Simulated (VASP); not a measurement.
Here is a VASP 6.6.1 calculation.

File POSCAR:

```
MgSi
1.0
    2.9083940000      0.0000000000      0.0000000000
    0.0000000000      2.9083940000      0.0000000000
    0.0000000000      0.0000000000      4.1034270000
Si Mg
1 1
Direct
    0.5000000000      0.5000000000      0.5000000000
    0.0000000000      0.0000000000      0.0000000000
```

File INCAR.step1:

```
PREC = Accurate
ENCUT = 520
EDIFF = 1E-5
ISMEAR = -1
SIGMA = 0.05
LREAL = False
LASPH = True
NELM = 60
ALGO = Normal
ISIF = 2
LWAVE = True
LCHARG = False
NBANDS = 10
GGA = PE
```

The input INCAR.step2:

```
PREC = Accurate
ENCUT = 520
EDIFF = 1E-7
ISMEAR = -1
SIGMA = 0.05
LREAL = False
LASPH = True
NELM = 60
ALGO = Normal
ISIF = 2
LWAVE = False
LCHARG = False
GGA = PE
LHFCALC = True
HFSCREEN = 0.2
AEXX = 0.5
PRECFOCK = Fast
NBANDS = 10
ISTART = 1
```

File KPOINTS:

```
regular mesh
0
Gamma
  5 5 4
```

Potentials or basis: VASP PAW PBE potentials, release 64 (Si, Mg).

Command:

```sh
$ cat potpaw_PBE.64/Si/POTCAR potpaw_PBE.64/Mg/POTCAR > POTCAR
$ cp INCAR.step1 INCAR
$ mpirun -np 1 vasp_std > vasp.out
$ cp INCAR.step2 INCAR
$ mpirun -np 1 vasp_std > vasp.out
```

Task: Predict the pressure.

Result: -1.9 GPa.

Task: Predict the band gap on the k mesh.

Result: None (metal or under the smearing width).

Stress tensor (GPa, compression positive):
```
-3.26  0.00  0.00
 0.00 -3.26  0.00
 0.00  0.00  0.82
```

Caveat: the k mesh is coarse (spacing up to 0.43 Å⁻¹), so the values aren't converged, least of all with exact exchange; the PAW data sets were made with another functional, which shifts forces and pressure a little.
